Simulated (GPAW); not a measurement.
# CdSe (F-43m) in GPAW: single point with PBE

Aim: the single point of CdSe with PBE.

All numbers are computed with GPAW 26.7.0; they aren't measurements. Logs are shortened: lines on timing, memory, paths and dates and some standing lists are left out, and cuts for length are marked. The log counts tension as positive stress, the text compression.

## (1) The crystal as given

It takes space group F-43m (No. 216, cubic). The conventional cell has a = 6.141 Å, b = 6.141 Å, c = 6.141 Å, α = 90.00°, β = 90.00°, γ = 90.00°. Cd (site symmetry -43m) has 4 Se at 2.66 Å as nearest neighbours. Around Se (site symmetry -43m) lie 4 Cd at 2.66 Å.

Measurements of this composition are mostly on another form, of space group No. 186.

## (2) Single point, PBE

Input file run.py:

```python
from ase import Atoms
from ase.dft.bandgap import bandgap
from ase.io import write
from ase.units import GPa
from gpaw import GPAW, PW

atoms = Atoms(['Cd', 'Se'],
              cell=[[0.0, 3.0702711986, 3.0702711986],
                    [3.0702711986, 0.0, 3.0702711986],
                    [3.0702711986, 3.0702711986, 0.0]],
              scaled_positions=[[0.0, 0.0, 0.0],
                                [0.25, 0.25, 0.25]],
              pbc=True)

calc = GPAW(mode=PW(450),
            xc='PBE',
            kpts={'size': (6, 6, 6), 'gamma': True},
            occupations={'name': 'fermi-dirac', 'width': 0.05},
            nbands=18,
            maxiter=120,
            txt='gpaw.txt')
atoms.calc = calc
energy = atoms.get_potential_energy()
forces = atoms.get_forces()
stress = atoms.get_stress()
calc.write('gs.gpw')
write('result.traj', atoms)
print(f'Energy: {energy:.6f} eV')
print('Forces (eV/A):')
print(forces.round(4))
print('Stress (GPa):', (stress / GPa).round(3))
print('Fermi level:', round(calc.get_fermi_level(), 4), 'eV')
print(f'Gap: {bandgap(calc)[0]:.4f} eV, direct: {bandgap(calc, direct=True)[0]:.4f} eV')
```

Potentials or basis: GPAW PAW data sets (gpaw-data 1.2.1), pw.

On the command line:

```sh
OMP_NUM_THREADS=1 python run.py
```

gpaw.txt:

```text
__  _  _
 | _ |_)|_||  |
 |__||  | ||/\| - 26.7.0

Input parameters:
  mode=PW(ecut=450.00000000000006),
  kpts=MonkhorstPack(size=(6, 6, 6), gamma=True),
  maxiter=120,
  nbands=18,
  occupations=Occupations(name='fermi-dirac', width=0.05),
  xc=XC(name='PBE')

Diagonalizing LCAO Hamiltonian
Converting LCAO to pw mode

            Se

       Cd

Atoms  # Å, Bohr magnetons
|   | symbol |        x |        y |        z |    initial magnetic moments |
|---|--------|----------|----------|----------|-----------------------------|
| 0 |     Cd | 0.000000 | 0.000000 | 0.000000 | ( 0.0000,  0.0000,  0.0000) |
| 1 |     Se | 1.535136 | 1.535136 | 1.535136 | ( 0.0000,  0.0000,  0.0000) |

Unit cell  # Å
| periodic |        x |        y |        z |  lengths |    angles |
|----------|----------|----------|----------|----------|-----------|
|      yes | 0.000000 | 3.070271 | 3.070271 | 4.342019 | 60.000000 |
|      yes | 3.070271 | 0.000000 | 3.070271 | 4.342019 | 60.000000 |
|      yes | 3.070271 | 3.070271 | 0.000000 | 4.342019 | 60.000000 |

Number of symmetries: 24
Symmetry operations  # r_c * U_cc + t_c -> r_c
|    | kind |            matrix            |
|----|------|------------------------------|
|  0 |  E   |  1, 0, 0,  0, 1, 0,  0, 0, 1 |
|  1 |  σ   |  1, 0, 0,  0, 0, 1,  0, 1, 0 |
|  2 |  σ   |  1, 0,-1,  0, 1,-1,  0, 0,-1 |
|  3 |  C3  |  1, 0,-1,  0, 0,-1,  0, 1,-1 |
|  4 |  C3  |  1,-1, 0,  0,-1, 1,  0,-1, 0 |
|  5 |  σ   |  1,-1, 0,  0,-1, 0,  0,-1, 1 |
|  6 |  σ   |  0, 1, 0,  1, 0, 0,  0, 0, 1 |
|  7 |  C3  |  0, 1, 0,  0, 0, 1,  1, 0, 0 |
|  8 |  C2  |  0, 1,-1,  1, 0,-1,  0, 0,-1 |
|  9 |  S4  |  0, 1,-1,  0, 0,-1,  1, 0,-1 |
| 10 |  C3  |  0, 0, 1,  1, 0, 0,  0, 1, 0 |
| 11 |  σ   |  0, 0, 1,  0, 1, 0,  1, 0, 0 |
| 12 |  S4  |  0, 0,-1,  1, 0,-1,  0, 1,-1 |
| 13 |  C3  |  0, 0,-1,  0, 1,-1,  1, 0,-1 |
| 14 |  S4  |  0,-1, 1,  1,-1, 0,  0,-1, 0 |
| 15 |  C2  |  0,-1, 1,  0,-1, 0,  1,-1, 0 |
| 16 |  C3  |  0,-1, 0,  1,-1, 0,  0,-1, 1 |
| 17 |  S4  |  0,-1, 0,  0,-1, 1,  1,-1, 0 |
| 18 |  S4  | -1, 1, 0, -1, 0, 1, -1, 0, 0 |
| 19 |  C3  | -1, 1, 0, -1, 0, 0, -1, 0, 1 |
| 20 |  C3  | -1, 0, 1, -1, 1, 0, -1, 0, 0 |
| 21 |  S4  | -1, 0, 1, -1, 0, 0, -1, 1, 0 |
| 22 |  σ   | -1, 0, 0, -1, 1, 0, -1, 0, 1 |
| 23 |  C2  | -1, 0, 0, -1, 0, 1, -1, 1, 0 |

BZ-sampling:
  Number of BZ points: 216
  Number of IBZ points: 16

  Monkhorst-Pack size: [6, 6, 6]
  Monkhorst-Pack shift: [0.08333333333333333, 0.08333333333333333, 0.08333333333333333]

K-points  # in reciprocal-cell coordinates
|     |                                coordinates |     weight |
|-----|--------------------------------------------|------------|
|   0 | (  0.00000000,   0.00000000,   0.00000000) | 0.00462963 |
|   1 | (  0.16666667,   0.16666667,   0.00000000) | 0.02777778 |
|   2 | (  0.16666667,   0.16666667,   0.16666667) | 0.03703704 |
|   3 | (  0.33333333,   0.16666667,   0.16666667) | 0.05555556 |
|   4 | (  0.33333333,   0.33333333,  -0.33333333) | 0.05555556 |
|   5 | (  0.33333333,   0.33333333,   0.00000000) | 0.02777778 |
|   6 | (  0.33333333,   0.33333333,   0.16666667) | 0.11111111 |
|   7 | (  0.33333333,   0.33333333,   0.33333333) | 0.03703704 |
|   8 | (  0.50000000,   0.33333333,  -0.33333333) | 0.11111111 |
|   9 | (  0.50000000,   0.33333333,  -0.16666667) | 0.05555556 |
| ... |                                            |            |
|  15 | (  0.50000000,   0.50000000,   0.50000000) | 0.01851852 |

Plane wave coefficients: 1278
Cutoff: 450.00000000000006 eV

Spin-components: 1 (collinear spins)
Bands:           18
Projectors:      11
Spin-degeneracy: 2
Datatype:        complex128

Parallelization:
  kpt:    1
  domain: 1
  band:   1

Density:
  Valence electrons: 18.0
  Components: 1
  Grid points: [24 24 24]
  Charge: 0.0  # |e|

Potential:
  Grid points: [24 24 24]

species:
  Cd:
    name:    Cadmium
    Z:       48.0
    valence: 12
    core:    36
    charge:  0.0  # [|e|]
    compensation charges:
      type: gauss
      rc: 0.38  # [Å]
      lmax: 2
    cutoffs:
      filter: 2.12  # [Å]
      core: 2.62  # [Å]
    projectors
    | kind |    occ | energy [eV] | rcut [Å] |
    |------|--------|-------------|----------|
    |   5s |  2.000 |      -5.655 |    1.191 |
    |   5p |  0.000 |      -1.186 |    1.228 |
    |   4d | 10.000 |     -11.739 |    1.164 |
    |    s |        |      21.556 |    1.191 |
    |    p |        |      26.026 |    1.228 |
    |    d |        |      15.473 |    1.164 |

    Using partial waves for Cd as LCAO basis

  Se:
    name:    Selenium
    Z:       34.0
    valence: 6
    core:    28
    charge:  0.0  # [|e|]
    compensation charges:
      type: gauss
      rc: 0.27  # [Å]
      lmax: 2
    cutoffs:
      filter: 1.77  # [Å]
      core: 2.67  # [Å]
    projectors
    | kind |    occ | energy [eV] | rcut [Å] |
    |------|--------|-------------|----------|
    |   4s |  2.000 |     -17.277 |    0.847 |
    |   4p |  4.000 |      -6.512 |    1.005 |
    |    s |        |       9.935 |    0.847 |
    |    p |        |      20.699 |    1.005 |
    |    d |        |       0.000 |    0.847 |

    Using partial waves for Se as LCAO basis

Reference energy: -218276.650467  # eV

eigensolver:
  PPCG
  Converge bands: occupied
  niter=2

density mixing:
  MSR1-Mixer
  Pratt-step length: 0.05
  Maximum mixing coefficient: 0.75
  Old densities: 10
  SVD Regularization: 0.005
  Good broyden scale: 1.0
  Trust region scale: 1.0
  Backstep threshold: 4.0
  History deletion threshold: 6.0
  Fourier metric: weight=20.0, sigma=0.015

occupation numbers:
  Fermi-Dirac:
    width: 0.0500  # eV

poisson solver:
  ecut: 3600.0000000000005  # eV

xc functional:
  name: PBE with 2 nearest neighbor stencil

convergence criteria:
- Maximum [total energy] change in last 3 cyles: 0.0005 eV / valence electron
- Maximum integral of absolute [dens]ity change: 0.0001 electrons / valence electron
- Maximum integral of absolute [eigenst]ate change: 4e-08 eV^2 / valence electron
maximum number of iterations: 120

SCF iterations
|iter     | |      energy | eigst |  dens |
|---------|-|-------------|-------|-------|
|iter:   1| |   -6.007240 | -0.73 |       |
|iter:   2| |   -5.928280 | -2.60 | -1.17 |
|iter:   3| |   -5.649421 | -1.66 | -1.21 |
|iter:   4| |   -5.648602 | -3.49 | -1.80 |
|iter:   5| |   -5.648369c| -3.94 | -2.24 |
|iter:   6| |   -5.648392c| -5.44 | -3.06 |
|iter:   7| |   -5.648395c| -6.69 | -3.54 |
|iter:   8| |   -5.648395c| -7.54c| -4.60c|

Converged in 8 steps
Energy contributions relative to reference atoms: (reference = -218276.650467)

Energy contributions:
  Kinetic:          18.370751
  Coulomb:         -16.730015
  Zero:              0.059353
  External:          0.000000
  Xc:               -7.348461
  Entropy:          -0.000049
  Spinorbit:         0.000000
  ----------------------------
  Free energy:      -5.648419
  Extrapolated:     -5.648395

dipole moment: (-23.399170, -23.399170, -23.399170)  # |e|*Ang

Fermi level: 3.639
Eigenvalues  # (at kpt = [0.000, 0.000, 0.000])
| band index |      eig [eV] | occ [0-2] |
|------------|---------------|-----------|
|          0 |        -9.100 |     2.000 |
|          1 |        -4.463 |     2.000 |
|          2 |        -4.463 |     2.000 |
|          3 |        -4.463 |     2.000 |
|          4 |        -4.115 |     2.000 |
|          5 |        -4.115 |     2.000 |
[... 10 lines left out ...]
|         16 |        15.354 |     0.000 |
|         17 |        15.354 |     0.000 |

Gap: 0.543 eV
Transition (v -> c):
  (s=0, k=0, n=8, [0.00, 0.00, 0.00]) -> (s=0, k=0, n=9, [0.00, 0.00, 0.00])
No difference between direct/indirect transitions

Forces  # eV/Ang
|        x |        y |        z |
|----------|----------|----------|
| -0.00000 |  0.00000 | -0.00000 |  # Cd   0
|  0.00000 | -0.00000 |  0.00000 |  # Se   1

Stress tensor  # eV/Ang^3
|         x |         y |         z |
|-----------|-----------|-----------|
| -0.002149 |  0.000000 |  0.000000 |
|  0.000000 | -0.002149 |  0.000000 |
|  0.000000 |  0.000000 | -0.002149 |

# Writing to gs.gpw (mode='')
```

Run time: 7.1 s. Hardware: 1 thread of Arm Neoverse V2, shared host; peak memory 0.14 GiB.

Results:

| Property | Result |
| --- | --- |
| Free energy | -5.6484 eV |
| Pressure | 0.3 GPa |
| Band gap on the k mesh | 0.54 eV, direct |

Levels at points of the mesh, in eV from the valence-band top:
| k point | band 7 | band 8 | band 9 | band 10 | band 11 | band 12 |
| --- | --- | --- | --- | --- | --- | --- |
| (0.00, 0.00, 0.00) | 0.00 | 0.00 | 0.00 | 0.54 | 5.91 | 5.91 |
| (0.50, 0.50, 0.00) | -3.96 | -1.77 | -1.77 | 3.19 | 3.73 | 8.95 |
| (0.50, 0.50, 0.50) | -4.23 | -0.72 | -0.72 | 2.35 | 6.43 | 6.43 |

Caveat: the cutoff is short for stress and forces, so pressures can be off by a GPa or more.

## (3) The reference run

An earlier run on the cell as given: functional PBEsol; potentials or basis PAW data sets generated in the run's folder for this functional; cutoff 600 eV; basis pw; k mesh 8 × 8 × 8; occupations fermi-dirac, width 0.05 eV; no spin polarisation.

- Pressure: -1.6 GPa
- Band gap on the k mesh: 0.42 eV, direct
